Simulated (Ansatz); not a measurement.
We consider cubic perovskite CsPbI3 (cubic high-temperature phase), described by PBEsol (plane waves, PAW; Ansatz, a first-principles code).

Run with plane-wave cutoff 500 eV, 6×6×6 k mesh, gaussian smearing 0.02 eV, scalar-relativistic PAW data made under PBE.

Cell (relaxed at this level):

```yaml
crystal:
  lattice:
    - [6.24863, 0.00000, 0.00000]
    - [0.00000, 6.24863, 0.00000]
    - [0.00000, 0.00000, 6.24863]
  atoms:
    - { symbol: Cs, position: [0.00000, 0.00000, 0.00000] }
    - { symbol: Pb, position: [0.50000, 0.50000, 0.50000] }
    - { symbol: I, position: [0.50000, 0.00000, 0.50000] }
    - { symbol: I, position: [0.00000, 0.50000, 0.50000] }
    - { symbol: I, position: [0.50000, 0.50000, 0.00000] }
```

### Question
Predict the band gap.

### Answer

band gap: 1.20 eV (on the SCF k mesh)

Note: the relaxation could not lower the start's symmetry, so the cell can be a saddle point above a distorted one.

Spin–orbit coupling is not included; with these elements it can move the gap by several tenths of an eV or more.

Cost on a shared machine: roughly 100 core-seconds.
